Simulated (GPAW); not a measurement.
SiC (Moissanite), 4 atoms in the cell. It takes space group P6_3mc (No. 186, hexagonal). Conventional cell: a = 3.076 Å, b = 3.076 Å, c = 5.048 Å, α = 90.00°, β = 90.00°, γ = 120.00°. Si (site symmetry 3m) has 4 C at 1.87 to 1.94 Å as nearest neighbours. Around C (site symmetry 3m) lie 4 Si at 1.87 to 1.94 Å. 

```yaml
Program: GPAW 26.7.0
Task: relaxation of cell and atoms
Functional: r2SCAN
Potentials_or_basis: GPAW PAW data sets (gpaw-data 1.2.1)
Cutoff: 800 eV
Basis: pw
k_mesh: 7 × 7 × 4
Occupations: fermi-dirac, width 0.05 eV
Spin: no spin polarisation
Maxiter: 150
Optimizer: BFGS
Fmax: 0.02 eV/Å
Max_steps: 60
Convergence: density=1e-06 energy=1e-06 eigenstates=1e-10
```

Potentials or basis: GPAW PAW data sets (gpaw-data 1.2.1), pw.

Run with:

```bash
$ OMP_NUM_THREADS=1 python run.py
```

Hardware: 1 thread of Arm Neoverse V1, on a shared host.

Task: Estimate the wall time of this run.

Result: Wall time 11 min on 1 thread of Arm Neoverse V1 (shared host), peak memory 0.48 GiB. Counts: scf iterations 89, plane waves 2140, bands 18, k points 28, ion steps 6.
